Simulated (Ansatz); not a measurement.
# NiO (F-43m) in Ansatz: reference runs

Aim: a first look at NiO with PBE, on the cell as given and on a disturbed one.

Everything below comes from runs of Ansatz 0.2.0. Logs are shortened: lines on timing, memory, paths and dates and some standing lists are left out, and cuts for length are marked.

**1. The structure**

Symmetry: F-43m, No. 216, cubic system. Conventional cell: a = 4.567 Å, b = 4.567 Å, c = 4.567 Å, α = 90.00°, β = 90.00°, γ = 90.00°. Ni (site symmetry -43m) has 4 O at 1.98 Å as nearest neighbours. O (site symmetry -43m) has 4 Ni at 1.98 Å as nearest neighbours.

Measurements of this composition are mostly on another form, of space group No. 225.

**2. Single point, PBE, collinear spin, ferromagnetic start**

input.yaml reads:

```yaml
crystal:
  lattice:
    - [0.0, 2.28354846, 2.28354846]
    - [2.28354846, 0.0, 2.28354846]
    - [2.28354846, 2.28354846, 0.0]
  atoms:
    - { symbol: Ni, position: [0.0, 0.0, 0.0], spin: 1.0 }
    - { symbol: O, position: [0.25, 0.25, 0.25] }
hamiltonian:
  xc: pbe
  pseudopotentials: { kind: paw }
magnetization:
  spin_polarized: true
kpoints:
  mp_grid: { grid: [10, 10, 10] }
scf:
  occupations: { method: fermi_dirac, width: 0.05 }
output:
  forces: true
  stress: true
  eigenvalues: true
```

Potentials or basis: Ansatz PAW.

The run is started by

```sh
> ansatz run input.yaml --threads 2 --pin off --max-ram 5632MiB --backend cpu --events-out ev --progress --plain --runs-dir out
```

The log of the run:

```text
Warning: RAYON_NUM_THREADS=2 ignored (pool sized by the plan → 2); use --threads N
Engine: ansatz 0.2.0, aarch64-unknown-linux-gnu
Pseudopotentials: kind: paw
Pseudopotential: Ni, paw, valence charge 18, recommended cutoff 420 eV (normal), Ni.paw.azcp
Pseudopotential: O, paw, valence charge 6, recommended cutoff 420 eV (normal), O.paw.azcp
Functional definition: PBE
  parameter kappa = 0.804
  parameter beta = 0.06672455060314922
  exchange = pbe_x(kappa = kappa, mu = beta*pi^2/3)
  correlation = pbe_c(beta = beta)
Crystal: 2 atoms, lattice volume = 23.816 Å³
Basis set: ecut = 420 eV, 459 PW (Γ), exchange–correlation on 48×48×48 points (8 copies of the dense FFT grid, shifted against one another)
Bands: 17, of which v1, the nominal top of the filled ones, is band 12 counted from 1 (11 counted from 0)
Symmetry: 24 space group operations
Space group: F-43m (ITA 216), of the structure as read, at distance tolerance 2.9e-5 Å
Magnetic group: BNS 216.74 (UNI 1576), of the structure as read, at distance tolerance 2.9e-5 Å
k-points: 47 of 1000 (time reversal used)
Non-local potential: Ni, projectors of the file, l = 0: 3, l = 1: 2, l = 2: 3, l = 3: 1
Non-local potential: O, projectors of the file, l = 0: 2, l = 1: 2, l = 2: 1
PAW form: soft (Blöchl's): semilocal exchange-correlation on the pseudo side does not see the compensation charge
PAW one-centre angular grid: Ni, 590 points (default); XC on 64 Gauss nodes
PAW one-centre angular grid: O, 110 points (default); XC on 64 Gauss nodes
Initial density: superposition of atomic densities (chi_scale 0.1, normalization cell, long waves kept (reshape's long-wave potential 0.00 eV rms))
Starting moments: Σ|m| = 1 μB on 1 of 2 sites
Initial wavefunctions: pseudopotential atomic-orbital guess
Functional: x = pbe(κ = 0.804, μ = 0.2195149727645171), c = pbe(β = 0.06672455060314922)
SCF iter   1: F=—  HF=-6404.952522 eV  |F-HF|=—  |Δ(HF+E_count)|=         —  Δρ=1.46e-1 (↑7.54e-2 ↓1.46e-1)  dr2=8.66e0  dr2_m=3.04e-1  M=0.692 μB ∫|m|=0.692 μB  β_m=0.30  ethr=3.10e-3  ⟨swp⟩=5.7  Hψ=7219  notcnv=0
Mixer restart at iter 1: flushing history
preconditioner: auto → none  [metal: Δε(μ)=0.005 eV  Ē_g=12.829 eV  σ=0.050 eV  W_gap=0.03  n_scr=8 (ndim 8)  ℏωp=30.4 eV  f_vac=0.001  D(μ)=3.26/eV (n_scr^D=58)  sad-step TF]
SCF iter   2: F=—  HF=-6405.555432 eV  |F-HF|=—  |Δ(HF+E_count)|=   6.03e-1  Δρ=7.32e-2 (↑7.32e-2 ↓5.19e-2)  dr2=5.87e-1  dr2_m=7.22e-1  M=1.576 μB ∫|m|=1.578 μB  β_m=0.31  ethr=3.10e-3  ⟨swp⟩=3.0  Hψ=4262  notcnv=0  defer=2
SCF iter   3: F=—  HF=-6405.745597 eV  |F-HF|=—  |Δ(HF+E_count)|=   1.90e-1  Δρ=6.96e-2 (↑6.12e-2 ↓6.96e-2)  dr2=1.31e-1  dr2_m=8.72e-1  M=1.823 μB ∫|m|=1.827 μB  β_m=0.26  ethr=2.44e-3  ⟨swp⟩=2.0  Hψ=2762  notcnv=0  defer=2
SCF iter   4: F=—  HF=-6405.464059 eV  |F-HF|=—  |Δ(HF+E_count)|=         —  Δρ=3.19e-2 (↑3.19e-2 ↓2.73e-2)  dr2=2.41e-1  dr2_m=1.29e-1  M=1.716 μB ∫|m|=1.722 μB  β_m=0.65  ethr=5.44e-4  ⟨swp⟩=2.4  Hψ=2665  notcnv=0  defer=2
Mixer restart at iter 4: flushing history
SCF iter   5: F=—  HF=-6405.742831 eV  |F-HF|=—  |Δ(HF+E_count)|=   2.79e-1  Δρ=5.59e-2 (↑2.55e-2 ↓5.59e-2)  dr2=4.80e-1  dr2_m=2.48e-1  M=1.965 μB ∫|m|=1.980 μB  β_m=0.62  ethr=5.44e-4  ⟨swp⟩=3.0  Hψ=3453  notcnv=0  defer=2
SCF iter   6: F=—  HF=-6405.788183 eV  |F-HF|=—  |Δ(HF+E_count)|=   4.54e-2  Δρ=2.69e-2 (↑2.69e-2 ↓1.36e-2)  dr2=1.71e-1  dr2_m=3.77e-2  M=1.897 μB ∫|m|=1.909 μB  β_m=0.54  ethr=5.44e-4  ⟨swp⟩=3.0  Hψ=4293  notcnv=0  defer=9
SCF iter   7: F=—  HF=-6405.823286 eV  |F-HF|=—  |Δ(HF+E_count)|=   3.51e-2  Δρ=1.75e-2 (↑8.57e-3 ↓1.75e-2)  dr2=7.51e-2  dr2_m=7.11e-3  M=1.966 μB ∫|m|=1.985 μB  β_m=0.48  ethr=5.44e-4  ⟨swp⟩=2.8  Hψ=3944  notcnv=0  defer=10
SCF iter   8: F=—  HF=-6405.790920 eV  |F-HF|=—  |Δ(HF+E_count)|=   3.24e-2  Δρ=4.77e-3 (↑4.73e-3 ↓4.77e-3)  dr2=1.08e-2  dr2_m=1.82e-4  M=1.981 μB ∫|m|=2.002 μB  β_m=0.57  ethr=3.13e-4  ⟨swp⟩=2.7  Hψ=2595  notcnv=0  defer=10
SCF iter   9: F=—  HF=-6405.786475 eV  |F-HF|=—  |Δ(HF+E_count)|=   4.45e-3  Δρ=1.11e-3 (↑7.02e-4 ↓1.11e-3)  dr2=3.64e-4  dr2_m=2.27e-5  M=1.981 μB ∫|m|=2.003 μB  β_m=0.77  ethr=4.48e-5  ⟨swp⟩=2.0  Hψ=2635  notcnv=0  defer=10
SCF iter  10: F=—  HF=-6405.786357 eV  |F-HF|=—  |Δ(HF+E_count)|=   1.18e-4  Δρ=1.52e-4 (↑1.52e-4 ↓8.57e-5)  dr2=8.41e-6  dr2_m=7.35e-7  M=1.982 μB ∫|m|=2.003 μB  β_m=0.88  ethr=1.52e-6  ⟨swp⟩=2.4  Hψ=2355  notcnv=0  defer=10
SCF iter  11: F=—  HF=-6405.786410 eV  |F-HF|=—  |Δ(HF+E_count)|=   5.32e-5  Δρ=1.44e-5 (↑1.44e-5 ↓1.09e-5)  dr2=1.04e-7  dr2_m=5.31e-9  M=1.982 μB ∫|m|=2.003 μB  β_m=0.94  ethr=3.51e-8  ⟨swp⟩=2.0  Hψ=2239  notcnv=0  defer=10
SCF iter  12: F=—  HF=-6405.786411 eV  |F-HF|=—  |Δ(HF+E_count)|=   5.14e-8  Δρ=6.38e-6 (↑2.98e-6 ↓6.38e-6)  dr2=3.81e-9  dr2_m=4.21e-9  M=1.982 μB ∫|m|=2.003 μB  β_m=0.96  ethr=4.32e-10  ⟨swp⟩=2.0  Hψ=2434  notcnv=0  defer=10
SCF iter  13: F=-6405.786411 eV  HF=-6405.786411 eV  |F-HF|=7.93e-10  |Δ(HF+E_count)|=  3.15e-10  Δρ=1.71e-6 (↑9.78e-7 ↓1.71e-6)  dr2=9.43e-10  dr2_m=2.10e-10  M=1.982 μB ∫|m|=2.003 μB  ethr=1.59e-11  ⟨swp⟩=2.1  Hψ=4844  notcnv=0
SCF 1 converged in 13 iterations: F = -6405.786411 eV  dr2 = 9.43e-10
SCF converged after 13 iterations
Magnetization: 1.9820 μB (12.9910 up, 11.0090 down)
Absolute magnetization: 2.0036 μB (∫|ρ↑−ρ↓|, with the PAW one-centre terms)
Spin contamination: 0.0067 ħ² per cell (⟨S²⟩ above its minimum at these occupations)
Per-site moments (μB) at R_I (Å): [(1.5046898853983774, 0.8157645280672937), (0.3838784837090019, 0.8157645280672937)]
Free energy (F): -6405.786411 eV
Harris-Foulkes:  -6405.786411 eV  (|F-HF|=7.93e-10)
Internal energy: -6405.771775 eV  (E = F + TS)
E sigma→0 (E₀):  -6405.779093 eV
Entropy (-TS):   -0.014635 eV (-7.318 meV/atom)
Fermi energy:    9.979155 eV
--- Per-component energies (eV) ---
  E_band       = -433.206636
  E_kinetic    = 448.672264
  E_local      = -4639.451942  (includes V_loc(G=0)·N_el)
  E_nonlocal   = 689.643270
  E_hartree    = 1915.001914
  E_xc         = -154.924055
  E_vxc        = -198.585195  (∫ρ·V_xc dr)
  E_paw        = -1789.627386  (= ΣΔE_a)
  E_vpaw       = -563.491408  (= ΣTr[D̂ρ^β])
  E_aug_tail   = 0.003142  (compensation charges beyond the density's cutoff)
  E_ewald      = -2875.088982
  E_smearing   = -0.014635  (= −TS)
  E_closure    = 0.000000  (closes the sum)
  Σ components = -6405.786411   (vs F -6405.786411, Δ=0.00e0)
--- Forces (eV/Å), atoms counted from 1 ---
  atom   1  Ni    -0.00000000     0.00000000     0.00000000
  atom   2  O      0.00000000    -0.00000000     0.00000000
  max |Σ_I F_I| component: 2.78e-17 eV/Å
--- Stress (GPa, compression-positive) ---
       -7.288940       0.000000       0.000000
        0.000000      -7.288940      -0.000000
        0.000000      -0.000000      -7.288940
  P = ⅓ Tr σ = -7.2889 GPa (-72.889 kbar)
--- Band table (eV; the first three rows and the last of 94) ---
  k-point 0 ↑: bands = ["-94.5922", "-54.9654", "-54.9654", "-54.9654", "-9.6222", "4.2623", "4.2623", "4.2623", "7.6023", "7.6023", "9.9811", "9.9811", "9.9811", "10.2404", "23.7867", "23.7867", "23.7867"]
  k-point 1 ↑: bands = ["-94.5921", "-54.9663", "-54.9655", "-54.9655", "-9.5688", "4.1253", "4.2957", "4.2957", "7.5851", "7.5851", "9.5186", "9.9247", "9.9247", "10.8910", "22.8411", "23.8628", "23.8628"]
  k-point 2 ↑: bands = ["-94.5920", "-54.9688", "-54.9659", "-54.9659", "-9.4272", "3.8341", "4.3816", "4.3816", "7.5561", "7.5561", "8.8919", "9.7663", "9.7663", "11.9910", "21.0332", "23.9245", "23.9245"]
  k-point 46 ↓: bands = ["-92.6821", "-53.1138", "-53.1113", "-53.1093", "-8.1871", "4.4091", "5.1241", "5.7715", "8.5573", "8.8403", "9.0543", "9.7880", "10.2740", "17.1592", "19.8555", "20.6104", "21.7070"]
```

Wall time 3.5 s (2 threads of Arm Neoverse V1, shared host); peak memory 0.31 GiB.

Results:

* Free energy: -6405.7864 eV
* Pressure: -7.3 GPa
* Band gap on the k mesh: none (metal or under the smearing width)
* Net moment: 1.98 μB per cell
* Absolute moment: 2.00 μB per cell
* Site moments: Ni +1.50; O +0.38 μB

Caveat: the pressure holds a Pulay correction of +0.6 GPa for the finite cutoff; a cell with one magnetic atom can't hold antiferromagnetic order, which such compounds often take; semilocal functionals often make such compounds metallic where correlation or magnetic order opens a gap, which also shifts bond lengths. With open d or f shells a metallic result of PBE can be an artefact of self-interaction; +U or a hybrid may open a gap.

**3. Single point, PBE, collinear spin, ferromagnetic start (atoms moved at random, drawn with an rms of 0.05 Å)**

input.yaml, as its differences from that of step 2:

```diff
@@ -6,4 +6,4 @@
   atoms:
-    - { symbol: Ni, position: [0.0, 0.0, 0.0], spin: 1.0 }
-    - { symbol: O, position: [0.25, 0.25, 0.25] }
+    - { symbol: Ni, position: [0.003256, -0.000413, 0.001928], spin: 1.0 }
+    - { symbol: O, position: [0.24034, 0.23948, 0.271108] }
 hamiltonian:
```

Potentials or basis: Ansatz PAW.

The run is started by

```sh
> ansatz run input.yaml --threads 2 --pin off --max-ram 5632MiB --backend cpu --events-out ev --progress --plain --runs-dir out
```

The log of the run:

```text
Warning: RAYON_NUM_THREADS=2 ignored (pool sized by the plan → 2); use --threads N
[... 9 set-up lines as earlier in the session ...]
Crystal: 2 atoms, lattice volume = 23.816 Å³
Basis set: ecut = 420 eV, 459 PW (Γ), exchange–correlation on 48×48×48 points (8 copies of the dense FFT grid, shifted against one another)
Bands: 17, of which v1, the nominal top of the filled ones, is band 12 counted from 1 (11 counted from 0)
Symmetry: 1 space group operations
Space group: P1 (ITA 1), of the structure as read, at distance tolerance 2.9e-5 Å
Magnetic group: BNS 1.1 (UNI 1), of the structure as read, at distance tolerance 2.9e-5 Å
k-points: 504 of 1000 (time reversal used)
[... 6 set-up lines as earlier in the session ...]
Starting moments: Σ|m| = 1 μB on 1 of 2 sites
[... 2 set-up lines as earlier in the session ...]
SCF iter   1: F=—  HF=-6404.937633 eV  |F-HF|=—  |Δ(HF+E_count)|=         —  Δρ=1.46e-1 (↑7.54e-2 ↓1.46e-1)  dr2=8.62e0  dr2_m=2.99e-1  M=0.697 μB ∫|m|=0.697 μB  β_m=0.30  ethr=3.10e-3  ⟨swp⟩=5.8  Hψ=77295  notcnv=0
Mixer restart at iter 1: flushing history
preconditioner: auto → none  [metal: Δε(μ)=0.001 eV  Ē_g=12.848 eV  σ=0.050 eV  W_gap=0.00  n_scr=8 (ndim 8)  ℏωp=30.4 eV  f_vac=0.001  D(μ)=3.15/eV (n_scr^D=58)  sad-step TF]
SCF iter   2: F=—  HF=-6405.543085 eV  |F-HF|=—  |Δ(HF+E_count)|=   6.05e-1  Δρ=7.31e-2 (↑7.31e-2 ↓5.19e-2)  dr2=5.85e-1  dr2_m=7.21e-1  M=1.577 μB ∫|m|=1.579 μB  β_m=0.31  ethr=3.10e-3  ⟨swp⟩=3.0  Hψ=45567  notcnv=0  defer=3
SCF iter   3: F=—  HF=-6405.731674 eV  |F-HF|=—  |Δ(HF+E_count)|=   1.89e-1  Δρ=6.88e-2 (↑6.06e-2 ↓6.88e-2)  dr2=1.30e-1  dr2_m=8.52e-1  M=1.818 μB ∫|m|=1.822 μB  β_m=0.27  ethr=2.44e-3  ⟨swp⟩=2.0  Hψ=29577  notcnv=0  defer=4
SCF iter   4: F=—  HF=-6405.459679 eV  |F-HF|=—  |Δ(HF+E_count)|=         —  Δρ=3.18e-2 (↑3.18e-2 ↓2.72e-2)  dr2=2.33e-1  dr2_m=1.30e-1  M=1.719 μB ∫|m|=1.725 μB  β_m=0.65  ethr=5.40e-4  ⟨swp⟩=2.4  Hψ=28292  notcnv=0  defer=4
Mixer restart at iter 4: flushing history
SCF iter   5: F=—  HF=-6405.733176 eV  |F-HF|=—  |Δ(HF+E_count)|=   2.73e-1  Δρ=5.49e-2 (↑2.50e-2 ↓5.49e-2)  dr2=4.64e-1  dr2_m=2.39e-1  M=1.961 μB ∫|m|=1.975 μB  β_m=0.62  ethr=5.40e-4  ⟨swp⟩=3.0  Hψ=36389  notcnv=0  defer=4
SCF iter   6: F=—  HF=-6405.781992 eV  |F-HF|=—  |Δ(HF+E_count)|=   4.88e-2  Δρ=2.65e-2 (↑2.65e-2 ↓1.41e-2)  dr2=1.79e-1  dr2_m=3.36e-2  M=1.890 μB ∫|m|=1.901 μB  β_m=0.62  ethr=5.40e-4  ⟨swp⟩=3.0  Hψ=46269  notcnv=0  defer=30
SCF iter   7: F=—  HF=-6405.827199 eV  |F-HF|=—  |Δ(HF+E_count)|=   4.52e-2  Δρ=1.83e-2 (↑1.17e-2 ↓1.83e-2)  dr2=1.05e-1  dr2_m=4.57e-3  M=1.963 μB ∫|m|=1.982 μB  β_m=0.48  ethr=5.40e-4  ⟨swp⟩=2.5  Hψ=42115  notcnv=0  defer=44
SCF iter   8: F=—  HF=-6405.783341 eV  |F-HF|=—  |Δ(HF+E_count)|=   4.39e-2  Δρ=5.90e-3 (↑5.90e-3 ↓5.73e-3)  dr2=1.62e-2  dr2_m=2.35e-4  M=1.976 μB ∫|m|=1.997 μB  β_m=0.59  ethr=4.37e-4  ⟨swp⟩=3.0  Hψ=29010  notcnv=0  defer=44
SCF iter   9: F=—  HF=-6405.776303 eV  |F-HF|=—  |Δ(HF+E_count)|=   7.04e-3  Δρ=1.34e-3 (↑1.09e-3 ↓1.34e-3)  dr2=6.68e-4  dr2_m=2.55e-5  M=1.977 μB ∫|m|=1.997 μB  β_m=0.80  ethr=6.77e-5  ⟨swp⟩=2.0  Hψ=28142  notcnv=0  defer=44
SCF iter  10: F=—  HF=-6405.776059 eV  |F-HF|=—  |Δ(HF+E_count)|=   2.44e-4  Δρ=1.38e-4 (↑1.38e-4 ↓1.07e-4)  dr2=1.03e-5  dr2_m=3.11e-7  M=1.977 μB ∫|m|=1.998 μB  β_m=0.89  ethr=2.78e-6  ⟨swp⟩=2.1  Hψ=25036  notcnv=0  defer=44
SCF iter  11: F=—  HF=-6405.776087 eV  |F-HF|=—  |Δ(HF+E_count)|=   2.83e-5  Δρ=4.24e-5 (↑2.79e-5 ↓4.24e-5)  dr2=6.35e-7  dr2_m=1.38e-7  M=1.977 μB ∫|m|=1.998 μB  β_m=0.95  ethr=4.31e-8  ⟨swp⟩=2.0  Hψ=23738  notcnv=0  defer=44
SCF iter  12: F=—  HF=-6405.776088 eV  |F-HF|=—  |Δ(HF+E_count)|=   2.32e-7  Δρ=1.08e-5 (↑3.70e-6 ↓1.08e-5)  dr2=1.86e-8  dr2_m=8.61e-9  M=1.977 μB ∫|m|=1.998 μB  β_m=0.97  ethr=2.65e-9  ⟨swp⟩=2.0  Hψ=24160  notcnv=0  defer=44
SCF iter  13: F=-6405.776088 eV  HF=-6405.776088 eV  |F-HF|=3.08e-9  |Δ(HF+E_count)|=   1.21e-9  Δρ=3.11e-6 (↑1.98e-6 ↓3.11e-6)  dr2=3.62e-9  dr2_m=6.28e-10  M=1.977 μB ∫|m|=1.998 μB  ethr=7.73e-11  ⟨swp⟩=2.2  Hψ=54018  notcnv=0
SCF 1 converged in 13 iterations: F = -6405.776088 eV  dr2 = 3.62e-9
SCF converged after 13 iterations
Magnetization: 1.9769 μB (12.9884 up, 11.0116 down)
Absolute magnetization: 1.9981 μB (∫|ρ↑−ρ↓|, with the PAW one-centre terms)
Spin contamination: 0.0067 ħ² per cell (⟨S²⟩ above its minimum at these occupations)
Per-site moments (μB) at R_I (Å): [(1.4888683067633648, 0.7949926278715024), (0.3791926184933369, 0.7949926278715024)]
Free energy (F): -6405.776088 eV
Harris-Foulkes:  -6405.776088 eV  (|F-HF|=3.08e-9)
Internal energy: -6405.761736 eV  (E = F + TS)
E sigma→0 (E₀):  -6405.768912 eV
Entropy (-TS):   -0.014352 eV (-7.176 meV/atom)
Fermi energy:    9.971385 eV
--- Per-component energies (eV) ---
  E_band       = -433.275524
  E_kinetic    = 448.716776
  E_local      = -4640.355737  (includes V_loc(G=0)·N_el)
  E_nonlocal   = 689.631866
  E_hartree    = 1915.398745
  E_xc         = -154.934733
  E_vxc        = -198.599440  (∫ρ·V_xc dr)
  E_paw        = -1789.614407  (= ΣΔE_a)
  E_vpaw       = -563.470357  (= ΣTr[D̂ρ^β])
  E_aug_tail   = 0.003094  (compensation charges beyond the density's cutoff)
  E_ewald      = -2874.607339
  E_smearing   = -0.014352  (= −TS)
  E_closure    = -0.000000  (closes the sum)
  Σ components = -6405.776088   (vs F -6405.776088, Δ=0.00e0)
--- Forces (eV/Å), atoms counted from 1 ---
  atom   1  Ni     0.14338601     0.11371603    -0.31385249
  atom   2  O     -0.14338711    -0.11371463     0.31385585
  max |Σ_I F_I| component: 3.37e-6 eV/Å
--- Stress (GPa, compression-positive) ---
       -6.989781       1.795106      -0.643227
        1.795109      -6.965355      -0.808008
       -0.643223      -0.808008      -7.232262
  P = ⅓ Tr σ = -7.0625 GPa (-70.625 kbar)
--- Band table (eV; the first three rows and the last of 1008) ---
  k-point 0 ↑: bands = ["-94.5903", "-55.0312", "-54.9502", "-54.9098", "-9.6307", "4.1118", "4.2752", "4.3878", "7.5992", "7.6058", "9.8881", "9.9301", "10.0421", "10.3258", "23.7795", "23.7854", "23.8266"]
  k-point 1 ↑: bands = ["-94.5903", "-55.0321", "-54.9504", "-54.9099", "-9.5765", "3.9881", "4.3144", "4.4247", "7.5771", "7.5835", "9.5474", "9.8370", "9.9089", "10.9396", "22.8826", "23.8522", "23.8846"]
  k-point 2 ↑: bands = ["-94.5901", "-55.0345", "-54.9509", "-54.9104", "-9.4326", "3.7196", "4.4270", "4.5201", "7.5370", "7.5399", "8.8960", "9.6811", "9.7153", "12.0232", "21.0898", "23.9021", "23.9975"]
  k-point 503 ↓: bands = ["-92.6872", "-53.1386", "-53.1124", "-53.0932", "-8.3845", "3.8558", "5.5071", "5.5759", "8.8228", "8.9427", "9.2878", "10.7281", "10.8136", "15.8282", "17.5065", "23.4548", "23.8875"]
```

It took 34 s on 2 threads of Arm Neoverse V1, shared host; peak memory 0.67 GiB.

Results:

- Free energy: -6405.7761 eV
- Pressure: -7.1 GPa
- Largest force: 0.363 eV/Å
- Band gap on the k mesh: none (metal or under the smearing width)
- Net moment: 1.98 μB per cell
- Absolute moment: 2.00 μB per cell
- Site moments: Ni +1.49; O +0.38 μB

Forces in eV/Å, atoms in the order of the input:
```
Ni   0.143  0.114 -0.314
O   -0.143 -0.114  0.314
```

Stress tensor (GPa, compression positive):
```
-6.99  1.80 -0.64
 1.80 -6.97 -0.81
-0.64 -0.81 -7.23
```

Caveat: the pressure holds a Pulay correction of +0.6 GPa for the finite cutoff; a cell with one magnetic atom can't hold antiferromagnetic order, which such compounds often take; semilocal functionals often make such compounds metallic where correlation or magnetic order opens a gap, which also shifts bond lengths.
